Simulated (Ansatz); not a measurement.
HfSiO4 (Hafnon):

```
Hf Si O
1.0
    -3.28625    3.28625    2.98160
     3.28625   -3.28625    2.98160
     3.28625    3.28625   -2.98160
Hf Si O
2 2 8
Direct
  0.00000 0.00000 0.00000
  0.75000 0.25000 0.50000
  0.50000 0.50000 0.00000
  0.25000 0.75000 0.50000
  0.68020 0.49570 0.81550
  0.24570 0.93020 0.31550
  0.68020 0.86470 0.18450
  0.61470 0.93020 0.68450
  0.06980 0.38530 0.31550
  0.50430 0.31980 0.18450
  0.06980 0.75430 0.68450
  0.13530 0.31980 0.81550
```

```yaml
Program: Ansatz 0.2.0
Task: relaxation of cell and atoms
Functional: revPBE
Dispersion: D4
Potentials_or_basis: Ansatz PAW
Cutoff: "420 eV (not typed: the program's choice for these potentials)"
k_mesh: 6 × 6 × 6
Occupations: fermi-dirac, width 0.05 eV
Spin: no spin polarisation
```

At the start: volume 10.73 Å³/atom.

Question: Where does the relaxation end?

Answer: It ends after 8 steps and the volume is 10.88 Å³/atom (+1.4 %); space group I4_1/amd (No. 141, to 0.05 Å).

Step by step:
```
step  energy change (eV)  largest force (eV/Å)  volume (Å³)
   1              0.0000                0.3900       128.80
   2             -0.0170                0.3025       130.22
   3             -0.0227                0.0179       130.57
   4             -0.0230                0.0040       130.57
   5             -0.0232                0.0027       130.54
   6             -0.0313                0.0026       130.54
   7             -0.0311                0.0002       130.59
   8             -0.0313                0.0003       130.59
```

Final structure:
```
Hf Si O
1.0
    -3.29752    3.29752    3.00250
     3.29752   -3.29752    3.00250
     3.29752    3.29752   -3.00250
Hf Si O
2 2 8
Direct
  0.00000 0.00000 0.00000
  0.75000 0.25000 0.50000
  0.50000 0.50000 0.00000
  0.25000 0.75000 0.50000
  0.68020 0.49481 0.81461
  0.24481 0.93020 0.31461
  0.68020 0.86560 0.18539
  0.61560 0.93020 0.68539
  0.06980 0.38440 0.31461
  0.50519 0.31980 0.18539
  0.06980 0.75519 0.68539
  0.13440 0.31980 0.81461
```

Caveat: the plane-wave basis is chosen anew once the cell has moved, so the energies of steps on either side of that aren't comparable; the pressure holds a Pulay correction of +0.7 GPa for the finite cutoff; the PAW data sets come from PBE, with cores solved anew for the run's functional, which leaves a small shift of forces and pressure.
